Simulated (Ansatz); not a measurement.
Ga2O3:

```
CELL_PARAMETERS angstrom
6.10700 -1.51855 0.00000
6.10700 1.51855 0.00000
-1.38599 0.00000 5.63001
ATOMIC_POSITIONS crystal
Ga 0.34134 0.34134 0.68598
Ga 0.65866 0.65866 0.31402
Ga 0.90950 0.90950 0.20540
Ga 0.09050 0.09050 0.79460
O 0.50410 0.50410 0.74340
O 0.49590 0.49590 0.25660
O 0.82670 0.82670 0.43680
O 0.17330 0.17330 0.56320
O 0.83550 0.83550 0.89020
O 0.16450 0.16450 0.10980
```

Base run:

- Program: Ansatz 0.2.0
- Functional: PBEsol
- Potentials or basis: all-electron LAPW, scalar-relativistic
- Cutoff: 465 eV (chosen from the basis error)
- Basis error allowed: 0.002 eV/atom
- k mesh: 9 × 9 × 5
- Occupations: fermi-dirac, width 0.05 eV
- Spin: no spin polarisation

Its results: band gap on the k mesh 2.35 eV, indirect (least direct gap 2.37 eV); pressure 2.5 GPa; largest force 0.117 eV/Å.

Task: The run is repeated on the same cell with these changes: functional from PBEsol to LDA. What comes out?

Result: Band gap on the k mesh 2.33 eV, indirect (least direct gap 2.35 eV); pressure -3.7 GPa; largest force 0.074 eV/Å.

LDA binds more tightly than PBEsol, so the same cell stands under less pressure.
